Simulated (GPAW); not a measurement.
WS2 in GPAW: the effect of functional

The system is WS2, a slab with vacuum.

```
W S
1.0
     3.18352    0.00000    0.00000
     0.00000    5.51401    0.00000
     0.00000    0.00000   16.95058
W S
2 4
Cartesian
  3.1690 1.4440 0.1769
  1.6062 4.9890 16.7737
  1.7801 0.9651 15.6127
  2.9952 3.6299 15.1695
  1.3756 1.1032 1.3834
  0.2162 3.4918 1.7355
```

The cell isn't the ideal one: a zone-boundary wave of random shape, sigma 0.25 Å.

Alike in all runs:

```yaml
Program: GPAW 26.7.0
Task: dielectric tensor
Cutoff: 500 eV
Basis: pw
k_mesh: 5 × 3 × 1
Occupations: fermi-dirac, width 0.001 eV
Spin: no spin polarisation
```

```tsv
functional	potentials or basis	gap on the mesh (eV)	dielectric constant (mean)
PBEsol	PAW data sets generated in the run's folder for this functional	0.14	11.30
PBE	GPAW PAW data sets (gpaw-data 1.2.1)	0.16	11.08
RPBE	the program's PAW data sets (release 1.2.1) made for this functional	?	?
```

**Question.** What does the run with functional RPBE give?

**Answer.** gap on the mesh 0.17 eV; dielectric constant 10.92 mean.

Caveats: the gap is small at this level, which inflates the dielectric constant; the long-wavelength limit can be off by several per cent where d states take part; spin-orbit coupling is left out, which moves the levels of the heavy elements.

A k mesh can miss the band edges.
